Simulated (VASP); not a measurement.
# TiB2 (P6/mmm) in VASP: a series of runs

Runs on TiB2. Level: PBE+D3(BJ). Tasks: relaxation of cell and atoms.

Program: VASP 6.6.1. These are calculated values, not measurements. Logs are shortened: lines on timing, memory, paths and dates and some standing lists are left out, and cuts for length are marked.

## 1. Starting point

The structure is hexagonal, space group P6/mmm (No. 191). Conventional cell: a = 3.029 Å, b = 3.029 Å, c = 3.228 Å, α = 90.00°, β = 90.00°, γ = 120.00°. Ti (site symmetry 6/mmm) is surrounded by 12 B at 2.38 Å. Around B (site symmetry -6m2) lie 3 B at 1.75 Å.

## 2. Relaxation of cell and atoms, PBE+D3(BJ)

INCAR reads:

```
SYSTEM = TiB2
ALGO = Normal
EDIFF = 1E-7
EDIFFG = -0.002
ENCUT = 520
GGA = PE
IBRION = 2
ISIF = 3
ISMEAR = 0
IVDW = 12
LASPH = .True.
LCHARG = .False.
LREAL = .False.
LWAVE = .False.
NELM = 80
NSW = 80
PREC = Accurate
SIGMA = 0.1
```

KPOINTS reads:

```
k-points
0
Gamma
  15 15 14
  0 0 0
```

POSCAR reads:

```
TiB2
1.0
    3.0292000000      0.0000000000      0.0000000000
   -1.5146000000      2.6233641500      0.0000000000
    0.0000000000      0.0000000000      3.2284000000
Ti B
1 2
Direct
    0.0000000000      0.0000000000      0.0000000000
    0.3333333300      0.6666666700      0.5000000000
    0.6666666700      0.3333333300      0.5000000000
```

Potentials or basis: VASP PAW PBE potentials, release 64 (Ti_sv, B).

On the command line:

```
$ cat potpaw_PBE.64/Ti_sv/POTCAR potpaw_PBE.64/B/POTCAR > POTCAR
$ mpirun -np 1 vasp_std > vasp.out
```

OUTCAR:

```text
SYSTEM = TiB2
   EDIFF = 1E-7
   EDIFFG = -0.002
   ENCUT = 520
   GGA = PE
   IBRION = 2
   ISIF = 3
   ISMEAR = 0
   IVDW = 12
   LASPH = .True.
   LREAL = .False.
   NELM = 80
   NSW = 80
   PREC = Accurate
 IVDW          = 12

 ion  position               nearest neighbor table
   1  0.000  0.000  0.000-   2 2.38   3 2.38   2 2.38   3 2.38   2 2.38   2 2.38   3 2.38   3 2.38
                             3 2.38   3 2.38   2 2.38   2 2.38
   2  0.333  0.667  0.500-   3 1.75   3 1.75   3 1.75   1 2.38   1 2.38   1 2.38   1 2.38   1 2.38
                             1 2.38
   3  0.667  0.333  0.500-   2 1.75   2 1.75   2 1.75   1 2.38   1 2.38   1 2.38   1 2.38   1 2.38
                             1 2.38

  LATTYP: Found a hexagonal cell.
 ALAT       =     3.0292000000
 C/A-ratio  =     1.0657599366

  Lattice vectors:

 A1 = (   3.0292000000,   0.0000000000,   0.0000000000)
 A2 = (  -1.5146000000,   2.6233641500,   0.0000000000)
 A3 = (   0.0000000000,   0.0000000000,   3.2284000000)

Analysis of symmetry for initial positions (statically):
=====================================================================
 Subroutine PRICEL returns:
 Original cell was already a primitive cell.

 Routine SETGRP: Setting up the symmetry group for a
 hexagonal supercell.

 Subroutine GETGRP returns: Found 24 space group operations
 (whereof 24 operations were pure point group operations)
 out of a pool of 24 trial point group operations.

The static configuration has the point symmetry D_6h.

Analysis of symmetry for dynamics (positions and initial velocities):
=====================================================================
 Subroutine PRICEL returns:
 Original cell was already a primitive cell.

 Routine SETGRP: Setting up the symmetry group for a
 hexagonal supercell.

 Subroutine GETGRP returns: Found 24 space group operations
 (whereof 24 operations were pure point group operations)
 out of a pool of 24 trial point group operations.

The dynamic configuration has the point symmetry D_6h.

 Subroutine INISYM returns: Found 24 space group operations
 (whereof 24 operations are pure point group operations),
 and found     1 'primitive' translations

----------------------------------------------------------------------------------------

                                     Primitive cell

  volume of cell :      25.6551

  direct lattice vectors                    reciprocal lattice vectors
     3.029200000  0.000000000  0.000000000     0.330120164  0.190594966  0.000000000
    -1.514600000  2.623364150  0.000000000     0.000000000  0.381189931  0.000000000
     0.000000000  0.000000000  3.228400000     0.000000000  0.000000000  0.309750960

  length of vectors
     3.029200000  3.029199997  3.228400000     0.381189931  0.381189931  0.309750960

  position of ions in fractional coordinates (direct lattice)
     0.000000000  0.000000000  0.000000000
     0.333333330  0.666666670  0.500000000
     0.666666670  0.333333330  0.500000000

  ion indices of the primitive-cell ions
   primitive index   ion index
                 1           1
                 2           2
                 3           3

----------------------------------------------------------------------------------------

 KPOINTS: k-points

Automatic generation of k-mesh.
 Grid dimensions read from file:
 generate k-points for:   15   15   14

 Generating k-lattice:

  Cartesian coordinates                     Fractional coordinates (reciprocal lattice)
     0.022008011  0.012706331  0.000000000     0.066666667  0.000000000  0.000000000
     0.000000000  0.025412662  0.000000000     0.000000000  0.066666667  0.000000000
     0.000000000  0.000000000  0.022125069     0.000000000  0.000000000  0.071428571

  Length of vectors
     0.025412662  0.025412662  0.022125069

  Shift w.r.t. Gamma in fractional coordinates (k-lattice)
     0.000000000  0.000000000  0.000000000

 Subroutine IBZKPT returns following result:
 ===========================================

 Found    216 irreducible k-points:

 Following reciprocal coordinates:
            Coordinates               Weight
  0.000000  0.000000  0.000000      1.000000
  0.066667  0.000000  0.000000      6.000000
  0.133333  0.000000  0.000000      6.000000
  0.200000  0.000000  0.000000      6.000000
  0.266667  0.000000  0.000000      6.000000
  0.333333 -0.000000  0.000000      6.000000
[... 16 lines left out ...]
  0.333333  0.200000  0.000000     12.000000
  0.400000  0.200000  0.000000      6.000000
 [... further k-points ...]
   k-points           NKPTS =    216   k-points in BZ     NKDIM =    216   number of bands    NBANDS=     13
   number of dos      NEDOS =    301   number of ions     NIONS =      3
   total plane-waves  NPLWV =  13824
   dimension x,y,z NGX =    24 NGY =   24 NGZ =   24
   dimension x,y,z NGXF=    48 NGYF=   48 NGZF=   48
   ions per type =               1   2
   NGX,Y,Z   is equivalent  to a cutoff of  13.17, 13.17, 12.36 a.u.
   NGXF,Y,Z  is equivalent  to a cutoff of  26.34, 26.34, 24.72 a.u.
 SYSTEM =  TiB2
   PREC   = accura    normal or accurate (medium, high low for compatibility)
   ISTART =      0    job   : 0-new  1-cont  2-samecut
   ICHARG =      2    charge: 1-file 2-atom 10-const
   ISPIN  =      1    spin polarized calculation?
   LNONCOLLINEAR =      F non collinear calculations
   LSORBIT =      F    spin-orbit coupling
   LASPH  =      T    aspherical Exc in radial PAW
   ENCUT  =  520.0 eV  38.22 Ry    6.18 a.u.   5.63  5.63  6.00*2*pi/ulx,y,z
   NELM   =     80;   NELMIN=  2; NELMDL= -5     # of ELM steps
   EDIFF  = 0.1E-06   stopping-criterion for ELM
   LREAL  =      F    real-space projection
   EDIFFG = -.2E-02   stopping-criterion for IOM
   NSW    =     80    number of steps for IOM
   IBRION =      2    ionic relax: 0-MD 1-quasi-New 2-CG
   NFREE  =      1    steps in history (QN), initial steepest desc. (CG)
   ISIF   =      3    stress and relaxation
   ISYM   =      2    0-nonsym 1-usesym 2-fastsym
   POTIM  = 0.5000    time-step for ionic-motion
   TEBEG  =    0.0;   TEEND  =   0.0 temperature during run
   PSTRESS=    0.0 pullay stress
   NELECT =      18.0000    total number of electrons
   NUPDOWN=      -1.0000    fix difference up-down
   EMIN   =  10.00;   EMAX   =-10.00  energy-range for DOS
   EFERMI =   0.00;   METHOD = LEGACY
   ISMEAR =     0;   SIGMA  =   0.10  broadening in eV -4-tet -1-fermi 0-gaus
   EFERMI_NEDOS =   21; number of points for ismear=-14 and -15
   IALGO  =     38    algorithm
   IMIX   =      4    mixing-type and parameters
     AMIX     =   0.40;   BMIX     =  1.00
     AMIX_MAG =   1.60;   BMIX_MAG =  1.00
  volume/ion in A,a.u.               =       8.55        57.71
  Fermi-wavevector in a.u.,A,eV,Ry     =   1.454703  2.748990 28.792122  2.116161
  Thomas-Fermi vector in A             =   2.571823
   LORBIT       =      0    0 simple, 1 ext, 2 COOP (PROOUT), +10 PAW based schemes
   GGA     = PE    functional components
   LHFCALC =     F    Hartree Fock is set to
   AEXX    =    0.0000 exact exchange contribution
   IVDW    =    12    specifies the selected vdW correction
   LEPSILON=     F    determine dielectric tensor
   LRPA    =     F    only Hartree local field effects (RPA)
 conjugate gradient relaxation of ions
 non-spin polarized calculation
 Gauss-broadening in eV      SIGMA  =   0.10
  energy-cutoff  :      520.00
  volume of cell :       25.66
 maximum number of plane-waves:       721
 NGX is ok and might be reduce to    24
   NGX = 11   NGY = 11   NGZ = 13

--------------------------------------- Ionic step        1  -------------------------------------------

 number of electron      18.0000002 magnetization

 Free energy of the ion-electron system (eV)
  ---------------------------------------------------
  ext. energy  EPLUGINS =         0.00000000
  ---------------------------------------------------
  free energy    TOTEN  =       -24.43011013 eV

  energy without entropy =      -24.42824049  energy(sigma->0) =      -24.42917531

------------------------ aborting loop because EDIFF is reached ----------------------------------------

 Edisp (eV)   -1.25767

 E8    (eV) :    -0.5209

  FORCE on cell =-STRESS in cart. coord.  units (eV):
  Direction    XX          YY          ZZ          XY          YZ          ZX
  --------------------------------------------------------------------------------------
  -------------------------------------------------------------------------------------
  Total      -1.17521    -1.17521    -1.31783     0.00000    -0.00000    -0.00000
  in kB     -73.39289   -73.39289   -82.29910     0.00000    -0.00000    -0.00000
  external pressure =      -76.36 kB  Pullay stress =        0.00 kB
[... 145 lines left out ...]
  energy  without entropy=      -25.7054573123  energy(sigma->0) =      -25.70636724

--------------------------------------- Ionic step        5  -------------------------------------------

 number of electron      17.9999998 magnetization

 Free energy of the ion-electron system (eV)
  ---------------------------------------------------
  ext. energy  EPLUGINS =         0.00000000
  ---------------------------------------------------
  free energy    TOTEN  =       -24.40919524 eV

  energy without entropy =      -24.40737476  energy(sigma->0) =      -24.40828500

 E-fermi :  10.3712     XC(G=0): -12.9198

 val. band max:       10.3699554692   @ k =   0.2000   0.2000   0.1429
 cond. band min:      10.3861103228   @ k =   0.0667   0.0667   0.2857
 fundamental gap:      0.0161548536
 Fermi energy:        10.3711997349

 k-point     1 :       0.0000    0.0000    0.0000
  band No.  band energies     occupation
      1     -46.5299      2.00000
      2     -22.8860      2.00000
      3     -22.5576      2.00000
      4     -22.5576      2.00000
      5      -3.3288      2.00000
      6       7.6312      2.00000
      7       7.6312      2.00000
      8       8.0762      2.00000
      9       8.1692      2.00000
     10      12.3267      0.00000
     11      12.3267      0.00000
     12      14.1814      0.00000
     13      14.1814      0.00000
[... 353 lines left out ...]
 k-point    24 :       0.4000    0.2000    0.0000
  band No.  band energies     occupation
      1     -46.4642      2.00000
      2     -22.9486      2.00000
      3     -22.8034      2.00000
      4     -22.7579      2.00000
      5       1.3601      2.00000
      6       1.4104      2.00000
      7       4.3919      2.00000
      8       7.5859      2.00000
      9       9.7525      2.00000
     10      10.2966      1.70826
     11      12.4135      0.00000
     12      13.1190      0.00000
     13      16.2403      0.00000

 [... further k-points ...]

------------------------ aborting loop because EDIFF is reached ----------------------------------------

 Edisp (eV)   -1.29808

 E8    (eV) :    -0.5377

  FORCE on cell =-STRESS in cart. coord.  units (eV):
  Direction    XX          YY          ZZ          XY          YZ          ZX
  --------------------------------------------------------------------------------------
  -------------------------------------------------------------------------------------
  Total      -0.00284    -0.00284    -0.00228     0.00000     0.00000     0.00000
  in kB      -0.18298    -0.18298    -0.14663     0.00000     0.00000     0.00000
  external pressure =       -0.17 kB  Pullay stress =        0.00 kB
[... 18 lines left out ...]
  FREE ENERGIE OF THE ION-ELECTRON SYSTEM (eV)
  ---------------------------------------------------
  free  energy   TOTEN  =       -25.7072784149 eV

  energy  without entropy=      -25.7054579319  energy(sigma->0) =      -25.70636817

 reached required accuracy - stopping structural energy minimisation
```

Run time: 3.8 min. Hardware: 1 thread of Intel Xeon Platinum 8375C at 2.90GHz (Ice Lake), shared host; peak memory 0.21 GiB.

What came out:

```yaml
Free_energy: -25.7073 eV
Relaxed_volume: 8.29 Å³/atom
Relaxed_cell: a = 3.005 Å, b = 3.005 Å, c = 3.182 Å, α = 90.00°, β = 90.00°, γ = 120.00°
Space_group_after_relaxing_to_0.05_Å: P6/mmm (No. 191)
Energy_gained_by_relaxing: 6.5 meV/atom
Ionic_steps: 5
Pressure_after_relaxing: 0.0 GPa
Band_gap_on_the_k_mesh: none (metal or under the smearing width)
Dispersion_energy_per_atom: -0.433 eV
```

The path:
```csv
step,energy change (eV),largest force (eV/Å),pressure (GPa),volume (Å³)
1,0.0000,0.0000,-7.64,25.66
2,-0.0010,0.0000,8.32,24.17
3,-0.0189,0.0000,0.04,24.89
4,-0.0195,0.0000,-0.02,24.87
5,-0.0195,0.0000,-0.02,24.87
```

Final structure:
```cif
data_structure
_symmetry_space_group_name_H-M 'P 1'
_symmetry_Int_Tables_number 1
_cell_length_a 3.0045
_cell_length_b 3.0045
_cell_length_c 3.1818
_cell_angle_alpha 90.000
_cell_angle_beta 90.000
_cell_angle_gamma 120.000
_cell_volume 24.87
loop_
_atom_site_label
_atom_site_type_symbol
_atom_site_fract_x
_atom_site_fract_y
_atom_site_fract_z
_atom_site_occupancy
Ti1 Ti 0.00000 0.00000 0.00000 1
B1 B 0.33333 0.66667 0.50000 1
B2 B 0.66667 0.33333 0.50000 1
```

Caveat: pairwise dispersion overbinds metals, which lowers pressure and volume.

## 3. Relaxation of cell and atoms, PBE+D3(BJ)

This run uses another cell than the first one, of 8.29 Å³/atom, 0.970 times its volume.

INCAR is that of step 2.

KPOINTS is that of step 2.

POSCAR reads:

```
TiB2                                    
1.0
    3.0045022924      0.0000000000     -0.0000000000
   -1.5022511462      2.6019753079      0.0000000000
   -0.0000000000     -0.0000000000      3.1817672752
  Ti              B             
     1     2
Direct
     0.0000000000000000    0.0000000000000000    0.0000000000000000
     0.3333333300000021    0.6666666699999979    0.5000000000000000
     0.6666666699999979    0.3333333300000021    0.5000000000000000
```

Potentials or basis: VASP PAW PBE potentials, release 64 (Ti_sv, B).

On the command line:

```
$ cat potpaw_PBE.64/Ti_sv/POTCAR potpaw_PBE.64/B/POTCAR > POTCAR
$ mpirun -np 1 vasp_std > vasp.out
```

Run time: 61 s. Hardware: 1 thread of Intel Xeon Platinum 8375C at 2.90GHz (Ice Lake), shared host; peak memory 0.21 GiB.

The run converged. Its results:

* Free energy: -25.7067 eV
* Pressure after relaxing: 0.0 GPa
* Band gap on the k mesh: none (metal or under the smearing width)
* Dispersion energy per atom: -0.433 eV

Final structure:
```
CELL_PARAMETERS angstrom
3.00450 0.00000 0.00000
-1.50225 2.60198 0.00000
0.00000 0.00000 3.18177
ATOMIC_POSITIONS crystal
Ti 0.00000 0.00000 0.00000
B 0.33333 0.66667 0.50000
B 0.66667 0.33333 0.50000
```

Levels at points of the mesh, in eV from the Fermi level:
```tsv
k point	band 7	band 8	band 9	band 10	band 11	band 12
(0.00, 0.00, 0.00)	-2.74	-2.29	-2.20	1.96	1.96	3.81
(0.00, 0.00, 0.50)	-0.61	-0.61	-0.25	-0.25	0.43	0.43
```

Caveat: the relaxation stopped at its first step, so nothing moved; pairwise dispersion overbinds metals, which lowers pressure and volume.
